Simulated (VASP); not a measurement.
Wanted: the native input for a VASP 6.6.1 run.

```
Task                   : relaxation of cell and atoms
Functional             : PBE
Potentials or basis    : VASP PAW PBE potentials, release 64 (Nb_sv, C)
Cutoff                 : 520 eV
k mesh                 : 7 × 7 × 7
Occupations            : gaussian, width 0.15 eV
Spin                   : no spin polarisation
Further INCAR settings : PREC = Normal; ALGO = Fast; EDIFF = 0.0001; IBRION = 2; EDIFFG = -0.08; NSW = 24; ISIF = 3
```

The structure of NbC2 lies in POSCAR:

```
NbC2
1.0
    0.0000000000      2.7187167200      2.7187167200
    2.7187167200      0.0000000000      2.7187167200
    2.7187167200      2.7187167200      0.0000000000
Nb C
1 2
Direct
    0.0000000000      0.0000000000      0.0000000000
    0.2500000000      0.2500000000      0.2500000000
    0.7500000000      0.7500000000      0.7500000000
```

The cell was built by a generator and needn't be a form met in nature.

One way to write it, as run:

INCAR

```
SYSTEM = NbC2
PREC     = Normal         ! precision mode
ENCUT    = 520            ! plane-wave cutoff, eV
EDIFF    = 1E-4           ! SCF threshold, eV
ISMEAR   = 0              ! smearing method
SIGMA    = 0.15           ! smearing width, eV
LREAL    = .FALSE.        ! projectors in reciprocal space
LASPH    = .TRUE.         ! aspherical terms in the spheres
NELM     = 60             ! most SCF steps
ALGO     = Fast           ! electronic algorithm
ISIF     = 3              ! what is computed and relaxed
LWAVE    = .FALSE.        ! write WAVECAR
LCHARG   = .FALSE.        ! write CHGCAR
GGA      = PE             ! functional
IBRION   = 2              ! ionic algorithm
NSW      = 24             ! ionic steps
EDIFFG   = -0.08          ! ionic threshold
```

KPOINTS

```
regular mesh
0
G
  7 7 7
  0 0 0
```

Potentials or basis: VASP PAW PBE potentials, release 64 (Nb_sv, C).

Launch:

```console
$ cat potpaw_PBE.64/Nb_sv/POTCAR potpaw_PBE.64/C/POTCAR > POTCAR
$ mpirun -np 1 vasp_std > vasp.out
```

It gave:

| Item | Value |
| --- | --- |
| Relaxed volume | 11.44 Å³/atom |
| Relaxed cell | a = 3.648 Å, b = 3.648 Å, c = 3.648 Å, α = 60.00°, β = 60.00°, γ = 60.00° |
| Space group after relaxing (to 0.05 Å) | Fm-3m (No. 225) |
| Energy gained by relaxing | 179.9 meV/atom |
| Ionic steps | 3 |
| Pressure after relaxing | -0.9 GPa |
| Band gap on the k mesh | none (metal or under the smearing width) |

Wall time 25 s on 1 thread of Intel(R) Xeon(R) Platinum 8259CL CPU @ 2.50GHz (Skylake/Cascade Lake) (shared host), peak memory 0.15 GiB.
